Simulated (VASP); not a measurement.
# NaCl (Pm-3m) in VASP: single point with PBEsol

Aim: the single point of NaCl with PBEsol.

All numbers are computed with VASP 6.6.1; they aren't measurements. Logs are shortened: lines on timing, memory, paths and dates and some standing lists are left out, and cuts for length are marked.

### 1 The cell of the first run

The structure is cubic, space group Pm-3m (No. 221). The conventional cell has a = 3.436 Å, b = 3.436 Å, c = 3.436 Å, α = 90.00°, β = 90.00°, γ = 90.00°. Na (site symmetry m-3m) has 8 Cl at 2.98 Å as nearest neighbours. Cl (site symmetry m-3m) is surrounded by 8 Na at 2.98 Å.

Measurements of this composition are mostly on another form, of space group No. 225.

### 2 Single point, PBEsol (Cs replaced by Na, lengths x 0.865, strained and moved within the space group)

INCAR reads:

```
SYSTEM = NaCl
PREC = Accurate ; ENCUT = 520
EDIFF = 1E-6 ; ISMEAR = 0
SIGMA = 0.02 ; LREAL = .False.
LASPH = .True. ; NELM = 60
ALGO = Normal ; ISIF = 2
LWAVE = .False. ; LCHARG = .False.
GGA = PS ; NBANDS = 14
```

KPOINTS reads:

```
regular mesh
0
Gamma
  8 8 8
  0 0 0
```

POSCAR reads:

```
NaCl
1.0
    3.4363291737      0.0000000000      0.0000000000
    0.0000000000      3.4363291737      0.0000000000
    0.0000000000      0.0000000000      3.4363291737
Na Cl
1 1
Direct
    0.0000000000      0.0000000000      0.0000000000
    0.5000000000      0.5000000000      0.5000000000
```

Potentials or basis: VASP PAW PBE potentials, release 64 (Na_pv, Cl).

Run with:

```console
$ cat potpaw_PBE.64/Na_pv/POTCAR potpaw_PBE.64/Cl/POTCAR > POTCAR
$ mpirun -np 1 vasp_std > vasp.out
```

OUTCAR:

```text
SYSTEM = NaCl
   PREC = Accurate
   ENCUT = 520
   EDIFF = 1E-6
   ISMEAR = 0
   LREAL = .False.
   LASPH = .True.
   NELM = 60
   ISIF = 2
   GGA = PS

 ion  position               nearest neighbor table
   1  0.000  0.000  0.000-
   2  0.500  0.500  0.500-

  LATTYP: Found a simple cubic cell.
 ALAT       =     3.4363291737

  Lattice vectors:

 A1 = (   3.4363291737,   0.0000000000,   0.0000000000)
 A2 = (   0.0000000000,   3.4363291737,   0.0000000000)
 A3 = (   0.0000000000,   0.0000000000,   3.4363291737)

Analysis of symmetry for initial positions (statically):
=====================================================================
 Subroutine PRICEL returns:
 Original cell was already a primitive cell.

 Routine SETGRP: Setting up the symmetry group for a
 simple cubic supercell.

 Subroutine GETGRP returns: Found 48 space group operations
 (whereof 48 operations were pure point group operations)
 out of a pool of 48 trial point group operations.

The static configuration has the point symmetry O_h .

Analysis of symmetry for dynamics (positions and initial velocities):
=====================================================================
 Subroutine PRICEL returns:
 Original cell was already a primitive cell.

 Routine SETGRP: Setting up the symmetry group for a
 simple cubic supercell.

 Subroutine GETGRP returns: Found 48 space group operations
 (whereof 48 operations were pure point group operations)
 out of a pool of 48 trial point group operations.

The dynamic configuration has the point symmetry O_h .

 Subroutine INISYM returns: Found 48 space group operations
 (whereof 48 operations are pure point group operations),
 and found     1 'primitive' translations

----------------------------------------------------------------------------------------

                                     Primitive cell

  volume of cell :      40.5774

  direct lattice vectors                    reciprocal lattice vectors
     3.436329174  0.000000000  0.000000000     0.291008209  0.000000000  0.000000000
     0.000000000  3.436329174  0.000000000     0.000000000  0.291008209  0.000000000
     0.000000000  0.000000000  3.436329174     0.000000000  0.000000000  0.291008209

  length of vectors
     3.436329174  3.436329174  3.436329174     0.291008209  0.291008209  0.291008209

  position of ions in fractional coordinates (direct lattice)
     0.000000000  0.000000000  0.000000000
     0.500000000  0.500000000  0.500000000

  ion indices of the primitive-cell ions
   primitive index   ion index
                 1           1
                 2           2

----------------------------------------------------------------------------------------

 KPOINTS: regular mesh

Automatic generation of k-mesh.
 Grid dimensions read from file:
 generate k-points for:    8    8    8

 Generating k-lattice:

  Cartesian coordinates                     Fractional coordinates (reciprocal lattice)
     0.036376026  0.000000000  0.000000000     0.125000000  0.000000000  0.000000000
     0.000000000  0.036376026  0.000000000     0.000000000  0.125000000  0.000000000
     0.000000000  0.000000000  0.036376026     0.000000000  0.000000000  0.125000000

  Length of vectors
     0.036376026  0.036376026  0.036376026

  Shift w.r.t. Gamma in fractional coordinates (k-lattice)
     0.000000000  0.000000000  0.000000000

 Subroutine IBZKPT returns following result:
 ===========================================

 Found     35 irreducible k-points:

 Following reciprocal coordinates:
            Coordinates               Weight
  0.000000  0.000000  0.000000      1.000000
  0.125000  0.000000  0.000000      6.000000
  0.250000  0.000000  0.000000      6.000000
  0.375000  0.000000  0.000000      6.000000
  0.500000  0.000000  0.000000      3.000000
  0.125000  0.125000  0.000000     12.000000
[... 16 lines left out ...]
  0.375000  0.375000  0.125000     24.000000
  0.500000  0.375000  0.125000     24.000000
 [... further k-points ...]
   k-points           NKPTS =     35   k-points in BZ     NKDIM =     35   number of bands    NBANDS=     14
   number of dos      NEDOS =    301   number of ions     NIONS =      2
   total plane-waves  NPLWV =  21952
   dimension x,y,z NGX =    28 NGY =   28 NGZ =   28
   dimension x,y,z NGXF=    56 NGYF=   56 NGZF=   56
   ions per type =               1   1
   NGX,Y,Z   is equivalent  to a cutoff of  13.55, 13.55, 13.55 a.u.
   NGXF,Y,Z  is equivalent  to a cutoff of  27.09, 27.09, 27.09 a.u.
 SYSTEM =  NaCl
   PREC   = accura    normal or accurate (medium, high low for compatibility)
   ISTART =      0    job   : 0-new  1-cont  2-samecut
   ICHARG =      2    charge: 1-file 2-atom 10-const
   ISPIN  =      1    spin polarized calculation?
   LNONCOLLINEAR =      F non collinear calculations
   LSORBIT =      F    spin-orbit coupling
   LASPH  =      T    aspherical Exc in radial PAW
   ENCUT  =  520.0 eV  38.22 Ry    6.18 a.u.   6.39  6.39  6.39*2*pi/ulx,y,z
   NELM   =     60;   NELMIN=  2; NELMDL= -5     # of ELM steps
   EDIFF  = 0.1E-05   stopping-criterion for ELM
   LREAL  =      F    real-space projection
   EDIFFG = 0.1E-04   stopping-criterion for IOM
   NSW    =      0    number of steps for IOM
   IBRION =     -1    ionic relax: 0-MD 1-quasi-New 2-CG
   NFREE  =      0    steps in history (QN), initial steepest desc. (CG)
   ISIF   =      2    stress and relaxation
   ISYM   =      2    0-nonsym 1-usesym 2-fastsym
   POTIM  = 0.5000    time-step for ionic-motion
   TEBEG  =    0.0;   TEEND  =   0.0 temperature during run
   PSTRESS=    0.0 pullay stress
   NELECT =      14.0000    total number of electrons
   NUPDOWN=      -1.0000    fix difference up-down
   EMIN   =  10.00;   EMAX   =-10.00  energy-range for DOS
   EFERMI =   0.00;   METHOD = LEGACY
   ISMEAR =     0;   SIGMA  =   0.02  broadening in eV -4-tet -1-fermi 0-gaus
   EFERMI_NEDOS =   21; number of points for ismear=-14 and -15
   IALGO  =     38    algorithm
   IMIX   =      4    mixing-type and parameters
     AMIX     =   0.40;   BMIX     =  1.00
     AMIX_MAG =   1.60;   BMIX_MAG =  1.00
  volume/ion in A,a.u.               =      20.29       136.91
  Fermi-wavevector in a.u.,A,eV,Ry     =   1.148214  2.169809 17.937851  1.318395
  Thomas-Fermi vector in A             =   2.284890
   LORBIT       =      0    0 simple, 1 ext, 2 COOP (PROOUT), +10 PAW based schemes
   GGA     = PS    functional components
   LHFCALC =     F    Hartree Fock is set to
   AEXX    =    0.0000 exact exchange contribution
   IVDW    =     0    specifies the selected vdW correction
   LEPSILON=     F    determine dielectric tensor
   LRPA    =     F    only Hartree local field effects (RPA)
 non-spin polarized calculation
 Gauss-broadening in eV      SIGMA  =   0.02
  energy-cutoff  :      520.00
  volume of cell :       40.58
 maximum number of plane-waves:      1110
 NGX is ok and might be reduce to    28
   NGX = 13   NGY = 13   NGZ = 13

 number of electron      14.0000010 magnetization

 Free energy of the ion-electron system (eV)
  ---------------------------------------------------
  ext. energy  EPLUGINS =         0.00000000
  ---------------------------------------------------
  free energy    TOTEN  =        -6.73005685 eV

  energy without entropy =       -6.73005685  energy(sigma->0) =       -6.73005685

 E-fermi :   0.8765     XC(G=0):  -8.8403

 val. band max:        0.7798435398   @ k =   0.5000   0.5000   0.0000
 cond. band min:       4.8035266062   @ k =   0.0000   0.0000   0.0000
 fundamental gap:      4.0236830664
 Fermi energy:         0.8764689462

 k-point     1 :       0.0000    0.0000    0.0000
  band No.  band energies     occupation
      1     -21.0548      2.00000
      2     -21.0548      2.00000
      3     -21.0548      2.00000
      4     -12.7995      2.00000
      5       0.2306      2.00000
      6       0.2306      2.00000
      7       0.2306      2.00000
      8       4.8035      0.00000
      9       9.1210      0.00000
     10       9.1210      0.00000
     11      16.8932      0.00000
     12      16.8935      0.00000
     13      16.8939      0.00000
     14      16.8960      0.00000

 k-point     2 :       0.1250    0.0000    0.0000
  band No.  band energies     occupation
      1     -21.0626      2.00000
      2     -21.0541      2.00000
      3     -21.0541      2.00000
      4     -12.7415      2.00000
      5      -0.3203      2.00000
      6       0.2666      2.00000
      7       0.2666      2.00000
      8       5.2759      0.00000
      9       9.2989      0.00000
     10       9.5187      0.00000
     11      15.3385      0.00000
     12      15.3385      0.00000
     13      16.4267      0.00000
     14      17.0165      0.00000

 k-point     3 :       0.2500    0.0000    0.0000
  band No.  band energies     occupation
      1     -21.0815      2.00000
      2     -21.0524      2.00000
      3     -21.0524      2.00000
      4     -12.5957      2.00000
      5      -1.3526      2.00000
      6       0.3562      2.00000
      7       0.3562      2.00000
      8       6.1946      0.00000
      9       9.8181      0.00000
     10      10.1870      0.00000
     11      13.9458      0.00000
     12      13.9458      0.00000
     13      16.1707      0.00000
     14      16.5106      0.00000
[... 324 lines left out ...]
 k-point    23 :       0.3750    0.3750    0.1250
  band No.  band energies     occupation
      1     -21.0904      2.00000
      2     -21.0885      2.00000
      3     -21.0534      2.00000
      4     -12.1196      2.00000
      5      -1.5939      2.00000
      6      -1.4530      2.00000
      7       0.3082      2.00000
      8       7.1092      0.00000
      9       9.8188      0.00000
     10      10.8543      0.00000
     11      12.0099      0.00000
     12      14.2571      0.00000
     13      14.4394      0.00000
     14      18.0733      0.00000

 k-point    24 :       0.5000    0.3750    0.1250
  band No.  band energies     occupation
      1     -21.0962      2.00000
      2     -21.0879      2.00000
      3     -21.0527      2.00000
      4     -12.0685      2.00000
      5      -1.7961      2.00000
      6      -1.4107      2.00000
      7       0.3604      2.00000
      8       6.7601      0.00000
      9      10.2589      0.00000
     10      10.5691      0.00000
     11      11.8883      0.00000
     12      14.4792      0.00000
     13      14.5438      0.00000
     14      17.6490      0.00000

 [... further k-points ...]

------------------------ aborting loop because EDIFF is reached ----------------------------------------

  FORCE on cell =-STRESS in cart. coord.  units (eV):
  Direction    XX          YY          ZZ          XY          YZ          ZX
  --------------------------------------------------------------------------------------
  -------------------------------------------------------------------------------------
  Total        0.0698060      0.0698060      0.0698060     -0.0000000     -0.0000000      0.0000000
  in kB        2.7562511      2.7562511      2.7562511     -0.0000000     -0.0000000      0.0000000
  external PRESSURE =       2.7562511 kB  Pullay stress =       0.0000000 kB

 VOLUME and BASIS-vectors are now :
 -----------------------------------------------------------------------------
  energy-cutoff  :      520.00
  volume of cell :       40.58
      direct lattice vectors                 reciprocal lattice vectors
     3.436329174  0.000000000  0.000000000     0.291008209  0.000000000  0.000000000
     0.000000000  3.436329174  0.000000000     0.000000000  0.291008209  0.000000000
     0.000000000  0.000000000  3.436329174     0.000000000  0.000000000  0.291008209

 POSITION                                       TOTAL-FORCE (eV/Angst)
 -----------------------------------------------------------------------------------
      0.00000      0.00000      0.00000         0.000000      0.000000      0.000000
      1.71816      1.71816      1.71816         0.000000      0.000000      0.000000
 -----------------------------------------------------------------------------------
    total drift:                               -0.000000      0.000000      0.000000

  FREE ENERGIE OF THE ION-ELECTRON SYSTEM (eV)
  ---------------------------------------------------
  free  energy   TOTEN  =        -6.7300568499 eV

  energy  without entropy=       -6.7300568499  energy(sigma->0) =       -6.73005685
```

Wall time 24 s (1 thread of AMD EPYC 7R13 (Zen 3), shared host); peak memory 0.12 GiB.

Results:

```
Free energy            : -6.7301 eV
Pressure               : 0.3 GPa
Band gap on the k mesh : 4.02 eV, indirect (least direct gap 4.57 eV)
```

Levels at points of the mesh, in eV from the valence-band top:
```tsv
k point	band 5	band 6	band 7	band 8	band 9	band 10
(0.00, 0.00, 0.00)	-0.55	-0.55	-0.55	4.02	8.34	8.34
(0.50, 0.00, 0.00)	-3.27	-0.29	-0.29	6.92	8.88	10.35
(0.50, 0.50, 0.00)	-2.52	-2.52	0.00	5.40	9.85	11.24
(0.50, 0.50, 0.50)	-2.06	-2.06	-2.06	6.96	6.96	6.96
```

Caveat: the PAW data sets were made with another functional, which shifts forces and pressure a little. A k mesh can miss the band edges.
